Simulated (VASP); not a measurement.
**InAs: single point with PBE**

**What was measured.**

A printed reference work, data compilation reports, for a bulk crystal of InAs at 4.2 K: band gap 0.418 eV (direct).

The system is InAs.

```
CELL_PARAMETERS angstrom
0.00000 3.09340 3.09340
3.09340 0.00000 3.09340
3.09340 3.09340 0.00000
ATOMIC_POSITIONS crystal
In 0.00000 0.00000 0.00000
As 0.75000 0.75000 0.75000
```

| Property | Result |
| --- | --- |
| Program | VASP 6.6.1 |
| Task | single point |
| Functional | PBE |
| Potentials or basis | VASP PAW PBE potentials, release 64 (In_d, As) |
| Cutoff | 520 eV |
| k mesh | 12 × 12 × 12 |
| Occupations | gaussian, width 0.15 eV |
| Spin | no spin polarisation |

The pressure is 0.0 GPa. The band gap on the k mesh is zero (filled and empty bands touch).

Levels at points of the mesh, in eV from the Fermi level:
```csv
k point,band 6,band 7,band 8,band 9,band 10,band 11,band 12,band 13
"(0.00, 0.00, 0.00)",-11.57,-0.67,-0.13,-0.13,-0.13,3.75,3.75,3.75
"(0.50, 0.00, 0.00)",-10.30,-5.56,-1.02,-1.02,0.69,4.51,4.51,6.63
"(0.50, 0.50, 0.00)",-9.83,-5.68,-2.23,-2.23,1.53,1.91,8.63,8.67
```

It took 73 s on 1 thread of AMD EPYC 7R43 64-Core Processor (Zen 3), on a shared host, peak memory 0.21 GiB.

Against the measured gap of InAs, 0.418 eV (direct; 4.2 K; a printed reference work, data compilation), the calculated 0.00 eV is off by -0.42 eV. Spin-orbit coupling on As, In is left out. The value is that of PBE on a finite k mesh, which can miss the band edges, without temperature or zero-point motion. Semilocal functionals fall short of measured gaps as a rule.

Caveat: spin-orbit coupling is left out, which moves the levels of the heavy elements.
